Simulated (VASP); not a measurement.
# TiO2 (P3_121) in VASP: a series of runs

One crystal, TiO2, is run at these levels: LDA; tasks: single point.

Everything below comes from runs of VASP 6.6.1. Logs are shortened: lines on timing, memory, paths and dates and some standing lists are left out, and cuts for length are marked.

**1. The structure**

Symmetry: P3_121, No. 152, trigonal system. The conventional cell has a = 5.582 Å, b = 5.582 Å, c = 6.082 Å, α = 90.00°, β = 90.00°, γ = 120.00°. Around Ti (site symmetry 2) lie 4 O at 1.81 to 1.82 Å. Around O (site symmetry 1) lie 2 Ti at 1.81 to 1.82 Å.

Measurements of this composition are mostly on another form, of space group No. 141.

**2. Single point, LDA**

INCAR reads:

```
ADDGRID = F
ALGO = Normal
EDIFF = 1E-5
ENCUT = 450
GGA = CA
ISIF = 2
ISMEAR = 0
LASPH = T
LCHARG = F
LREAL = F
LWAVE = F
NBANDS = 46
NELM = 100
PREC = Accurate
SIGMA = 0.05
```

KPOINTS reads:

```
k-points
0
Gamma
  3 3 2
```

POSCAR reads:

```
TiO2
1.0
    5.5822227355      0.0000000000      0.0000000000
   -2.7911113678      4.8343466985      0.0000000000
    0.0000000000      0.0000000000      6.0824678800
Ti O
3 6
Direct
    0.4669367500      0.0000000000      0.3333333333
    0.0000000000      0.4669367500      0.6666666667
    0.5330632500      0.5330632500      0.0000000000
    0.5810657200      0.8514331800      0.1206639333
    0.7296325400      0.1485668200      0.5460027333
    0.2703674600      0.4189342800      0.7873306000
    0.8514331800      0.5810657200      0.8793360667
    0.1485668200      0.7296325400      0.4539972667
    0.4189342800      0.2703674600      0.2126694000
```

Potentials or basis: VASP PAW LDA potentials, release 64 (Ti_sv, O_s).

The run is started by

```bash
> cat potpaw_LDA.64/Ti_sv/POTCAR potpaw_LDA.64/O_s/POTCAR > POTCAR
> mpirun -np 1 vasp_std > vasp.out
```

OUTCAR:

```text
EDIFF = 1E-5
   ENCUT = 450
   GGA = CA
   ISIF = 2
   ISMEAR = 0
   LASPH = T
   LREAL = F
   NELM = 100
   PREC = Accurate

 Found      6 irreducible k-points:

 Following reciprocal coordinates:
            Coordinates               Weight
  0.000000  0.000000  0.000000      1.000000
  0.333333  0.000000  0.000000      6.000000
  0.333333  0.333333  0.000000      2.000000
  0.000000  0.000000  0.500000      1.000000
  0.333333  0.000000  0.500000      6.000000
  0.333333  0.333333  0.500000      2.000000
   k-points           NKPTS =      6   k-points in BZ     NKDIM =      6   number of bands    NBANDS=     46
   number of dos      NEDOS =    301   number of ions     NIONS =      9
   total plane-waves  NPLWV =  67200
   dimension x,y,z NGX =    40 NGY =   40 NGZ =   42
   dimension x,y,z NGXF=    80 NGYF=   80 NGZF=   84
   ions per type =               3   6
   NGX,Y,Z   is equivalent  to a cutoff of  11.91, 11.91, 11.48 a.u.
   NGXF,Y,Z  is equivalent  to a cutoff of  23.83, 23.83, 22.96 a.u.
 SYSTEM =  unknown system
   PREC   = accura    normal or accurate (medium, high low for compatibility)
   ISTART =      0    job   : 0-new  1-cont  2-samecut
   ICHARG =      2    charge: 1-file 2-atom 10-const
   ISPIN  =      1    spin polarized calculation?
   LNONCOLLINEAR =      F non collinear calculations
   LSORBIT =      F    spin-orbit coupling
   LASPH  =      T    aspherical Exc in radial PAW
   ENCUT  =  450.0 eV  33.07 Ry    5.75 a.u.   9.66  9.66 10.52*2*pi/ulx,y,z
   NELM   =    100;   NELMIN=  2; NELMDL= -5     # of ELM steps
   EDIFF  = 0.1E-04   stopping-criterion for ELM
   LREAL  =      F    real-space projection
   EDIFFG = 0.1E-03   stopping-criterion for IOM
   NSW    =      0    number of steps for IOM
   IBRION =     -1    ionic relax: 0-MD 1-quasi-New 2-CG
   NFREE  =      0    steps in history (QN), initial steepest desc. (CG)
   ISIF   =      2    stress and relaxation
   ISYM   =      2    0-nonsym 1-usesym 2-fastsym
   POTIM  = 0.5000    time-step for ionic-motion
   TEBEG  =    0.0;   TEEND  =   0.0 temperature during run
   PSTRESS=    0.0 pullay stress
   NELECT =      72.0000    total number of electrons
   NUPDOWN=      -1.0000    fix difference up-down
   EMIN   =  10.00;   EMAX   =-10.00  energy-range for DOS
   EFERMI =   0.00;   METHOD = LEGACY
   ISMEAR =     0;   SIGMA  =   0.05  broadening in eV -4-tet -1-fermi 0-gaus
   EFERMI_NEDOS =   21; number of points for ismear=-14 and -15
   IALGO  =     38    algorithm
   IMIX   =      4    mixing-type and parameters
     AMIX     =   0.40;   BMIX     =  1.00
     AMIX_MAG =   1.60;   BMIX_MAG =  1.00
  volume/ion in A,a.u.               =      18.24       123.08
  Fermi-wavevector in a.u.,A,eV,Ry     =   1.243877  2.350587 21.051339  1.547230
  Thomas-Fermi vector in A             =   2.378168
   LORBIT       =      0    0 simple, 1 ext, 2 COOP (PROOUT), +10 PAW based schemes
   GGA     = CA    functional components
   LHFCALC =     F    Hartree Fock is set to
   AEXX    =    0.0000 exact exchange contribution
   IVDW    =     0    specifies the selected vdW correction
   LEPSILON=     F    determine dielectric tensor
   LRPA    =     F    only Hartree local field effects (RPA)
 non-spin polarized calculation
 Gauss-broadening in eV      SIGMA  =   0.05
  energy-cutoff  :      450.00
  volume of cell :      164.14
 maximum number of plane-waves:      3566
 NGX is ok and might be reduce to    40
   NGX = 19   NGY = 19   NGZ = 21

 number of electron      72.0000017 magnetization

 Free energy of the ion-electron system (eV)
  ---------------------------------------------------
  ext. energy  EPLUGINS =         0.00000000
  ---------------------------------------------------
  free energy    TOTEN  =       -86.15141016 eV

  energy without entropy =      -86.15141016  energy(sigma->0) =      -86.15141016

 E-fermi :  -0.8172     XC(G=0):  -8.6399

 val. band max:       -1.1549108550   @ k =   0.0000   0.0000   0.5000
 cond. band min:       2.2930025406   @ k =   0.0000   0.0000   0.5000
 fundamental gap:      3.4479133957
 Fermi energy:        -0.8171715947

 k-point     1 :       0.0000    0.0000    0.0000
  band No.  band energies     occupation
      1     -55.7708      2.00000
      2     -55.7578      2.00000
      3     -55.7578      2.00000
      4     -32.6187      2.00000
      5     -32.5847      2.00000
      6     -32.5847      2.00000
[... 38 lines left out ...]
     45       4.1953      0.00000
     46       4.7862      0.00000

 k-point     2 :       0.3333    0.0000    0.0000
  band No.  band energies     occupation
      1     -55.7681      2.00000
      2     -55.7605      2.00000
      3     -55.7578      2.00000
      4     -32.6133      2.00000
      5     -32.5981      2.00000
      6     -32.5944      2.00000
[... 38 lines left out ...]
     45       4.6149      0.00000
     46       4.8651      0.00000

 k-point     3 :       0.3333    0.3333    0.0000
  band No.  band energies     occupation
      1     -55.7642      2.00000
      2     -55.7642      2.00000
      3     -55.7578      2.00000
      4     -32.6098      2.00000
      5     -32.6020      2.00000
      6     -32.6020      2.00000
[... 38 lines left out ...]
     45       4.5400      0.00000
     46       5.3823      0.00000

 k-point     4 :       0.0000    0.0000    0.5000
  band No.  band energies     occupation
      1     -55.7665      2.00000
      2     -55.7665      2.00000
      3     -55.7536      2.00000
      4     -32.6017      2.00000
      5     -32.6017      2.00000
      6     -32.5998      2.00000
[... 38 lines left out ...]
     45       4.5058      0.00000
     46       5.5300      0.00000

 k-point     5 :       0.3333    0.0000    0.5000
  band No.  band energies     occupation
      1     -55.7665      2.00000
      2     -55.7637      2.00000
      3     -55.7563      2.00000
      4     -32.6143      2.00000
      5     -32.5954      2.00000
      6     -32.5902      2.00000
[... 38 lines left out ...]
     45       4.5280      0.00000
     46       5.2259      0.00000

 k-point     6 :       0.3333    0.3333    0.5000
  band No.  band energies     occupation
      1     -55.7665      2.00000
      2     -55.7599      2.00000
      3     -55.7599      2.00000
      4     -32.6195      2.00000
      5     -32.5944      2.00000
      6     -32.5944      2.00000
[... 38 lines left out ...]
     45       4.4060      0.00000
     46       4.9159      0.00000

------------------------ aborting loop because EDIFF is reached ----------------------------------------

  FORCE on cell =-STRESS in cart. coord.  units (eV):
  Direction    XX          YY          ZZ          XY          YZ          ZX
  --------------------------------------------------------------------------------------
  -------------------------------------------------------------------------------------
  Total       -3.4311475     -3.4311475     -3.5026563      0.0000000      0.0000000      0.0000000
  in kB      -33.4907745    -33.4907745    -34.1887584      0.0000000      0.0000000      0.0000000
  external PRESSURE =     -33.7234358 kB  Pullay stress =       0.0000000 kB

 VOLUME and BASIS-vectors are now :
 -----------------------------------------------------------------------------
  energy-cutoff  :      450.00
  volume of cell :      164.14
      direct lattice vectors                 reciprocal lattice vectors
     5.582222736  0.000000000  0.000000000     0.179140111  0.103426591  0.000000000
    -2.791111368  4.834346699  0.000000000     0.000000000  0.206853183  0.000000000
     0.000000000  0.000000000  6.082467880     0.000000000  0.000000000  0.164406951

 POSITION                                       TOTAL-FORCE (eV/Angst)
 -----------------------------------------------------------------------------------
      2.60654      0.00000      2.02749        -0.000953     -0.000000      0.000000
     -1.30327      2.25733      4.05498         0.000476     -0.000825      0.000000
      1.48784      2.57701      0.00000         0.000476      0.000825      0.000000
      0.86719      4.11612      0.73393        -0.110019     -0.187469      0.125642
      3.65830      0.71822      3.32104        -0.110019      0.187469     -0.125642
      0.33996      2.02527      4.78891        -0.107343      0.189013      0.125642
      3.13107      2.80907      5.34853        -0.107343     -0.189013     -0.125642
     -1.20715      3.52730      2.76142         0.217362     -0.001545      0.125642
      1.58396      1.30705      1.29355         0.217362      0.001545     -0.125642
 -----------------------------------------------------------------------------------
    total drift:                                0.000002      0.000002     -0.000000

  FREE ENERGIE OF THE ION-ELECTRON SYSTEM (eV)
  ---------------------------------------------------
  free  energy   TOTEN  =       -86.1514101569 eV

  energy  without entropy=      -86.1514101569  energy(sigma->0) =      -86.15141016
```

OSZICAR:

```text
N       E                     dE             d eps       ncg     rms          rms(c)
DAV:   1     0.920002966527E+03    0.92000E+03   -0.34677E+04   560   0.152E+03
DAV:   2    -0.430104438725E+01   -0.92430E+03   -0.89984E+03   606   0.511E+02
DAV:   3    -0.989287568752E+02   -0.94628E+02   -0.94376E+02   696   0.173E+02
DAV:   4    -0.109642625781E+03   -0.10714E+02   -0.10701E+02   920   0.456E+01
DAV:   5    -0.110248604847E+03   -0.60598E+00   -0.60590E+00   714   0.830E+00    0.459E+01
DAV:   6    -0.876533855010E+02    0.22595E+02   -0.18290E+02   834   0.107E+02    0.450E+01
DAV:   7    -0.863666738473E+02    0.12867E+01   -0.37439E+01   772   0.417E+01    0.293E+01
DAV:   8    -0.880605100422E+02   -0.16938E+01   -0.13551E+01   708   0.295E+01    0.136E+01
DAV:   9    -0.861506506497E+02    0.19099E+01   -0.98847E+00   732   0.242E+01    0.376E+00
DAV:  10    -0.861794430170E+02   -0.28792E-01   -0.73718E-01   682   0.517E+00    0.379E+00
DAV:  11    -0.861563379537E+02    0.23105E-01   -0.62205E-02   748   0.194E+00    0.125E+00
DAV:  12    -0.861513004431E+02    0.50375E-02   -0.34394E-02   796   0.972E-01    0.306E-01
DAV:  13    -0.861516197169E+02   -0.31927E-03   -0.28221E-03   642   0.493E-01    0.234E-01
DAV:  14    -0.861514078147E+02    0.21190E-03   -0.11296E-03   720   0.319E-01    0.585E-02
DAV:  15    -0.861514458240E+02   -0.38009E-04   -0.19240E-04   880   0.880E-02    0.983E-02
DAV:  16    -0.861514190154E+02    0.26809E-04   -0.57606E-05   584   0.512E-02    0.552E-02
DAV:  17    -0.861514101569E+02    0.88584E-05   -0.41620E-05   536   0.384E-02
   1 F= -.86151410E+02 E0= -.86151410E+02  d E =-.239617E-22
```

It took 43 s on 1 thread of Intel Xeon Platinum 8488C (Sapphire Rapids), shared host; peak memory 0.21 GiB.

The run converged, but some of its settings lie outside the range that counts as converged, so its numbers aren't taken as properties of the crystal.

Results:

| Quantity | Value |
| --- | --- |
| Free energy | -86.1514 eV |
| Pressure | -3.4 GPa |
| Largest force | 0.251 eV/Å |
| Band gap on the k mesh | 3.45 eV, direct |

Caveat: the k mesh is coarse (spacing up to 0.52 Å⁻¹), so the values aren't converged; an odd mesh through Γ misses points on the zone boundary, where band edges often lie.

**3. Single point, LDA**

Changes to INCAR since step 2:

```diff
@@ -1,4 +1,4 @@
-ADDGRID = F
+ADDGRID = T
 ALGO = Normal
-EDIFF = 1E-5
+EDIFF = 1E-7
 ENCUT = 450
```

KPOINTS is that of step 2.

POSCAR is that of step 2.

Potentials or basis: VASP PAW LDA potentials, release 64 (Ti_sv, O_s).

The run is started by

```bash
> cat potpaw_LDA.64/Ti_sv/POTCAR potpaw_LDA.64/O_s/POTCAR > POTCAR
> mpirun -np 1 vasp_std > vasp.out
```

Run time: 75 s. Hardware: 1 thread of Intel Xeon Platinum 8488C (Sapphire Rapids), shared host; peak memory 0.3 GiB.

The run converged, but some of its settings lie outside the range that counts as converged, so its numbers aren't taken as properties of the crystal.

Results:

```
Free energy            : -86.1514 eV
Pressure               : -3.4 GPa
Largest force          : 0.251 eV/Å
Band gap on the k mesh : 3.45 eV, direct
```

Caveat: the k mesh is coarse (spacing up to 0.52 Å⁻¹), so the values aren't converged; an odd mesh through Γ misses points on the zone boundary, where band edges often lie.

[end of part 1 of 2]
